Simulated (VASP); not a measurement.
CdTe, 2 atoms in the cell. The structure is cubic, space group F-43m (No. 216). The conventional cell has a = 6.333 Å, b = 6.333 Å, c = 6.333 Å, α = 90.00°, β = 90.00°, γ = 90.00°. Cd (site symmetry -43m) has 4 Te at 2.74 Å as nearest neighbours. Te (site symmetry -43m) is surrounded by 4 Cd at 2.74 Å.  The cell isn't the ideal one: a relaxed cell with its volume scaled by 0.96.

- Program: VASP 6.6.1
- Task: relaxation of the atoms
- Functional: LDA
- Potentials or basis: VASP PAW LDA potentials, release 64 (Cd, Te)
- Cutoff: 600 eV
- k mesh: 8 × 8 × 8
- Occupations: gaussian, width 0.03 eV
- Spin: no spin polarisation
- Further INCAR settings: ALGO = Normal; EDIFF = 1e-07; IBRION = 2; EDIFFG = -0.01; NSW = 40

Potentials or basis: VASP PAW LDA potentials, release 64 (Cd, Te).

Command:

```sh
$ cat potpaw_LDA.64/Cd/POTCAR potpaw_LDA.64/Te/POTCAR > POTCAR
$ mpirun -np 1 vasp_std > vasp.out
```

Hardware: 1 thread of Intel(R) Xeon(R) Platinum 8488C (Sapphire Rapids), with other jobs on the host.

Problem. Estimate the wall time of this run.

Solution. It took 13 s on 1 thread of Intel(R) Xeon(R) Platinum 8488C (Sapphire Rapids), on a shared host, peak memory 0.18 GiB. Counts: scf iterations 13, k points 29, ion steps 1.
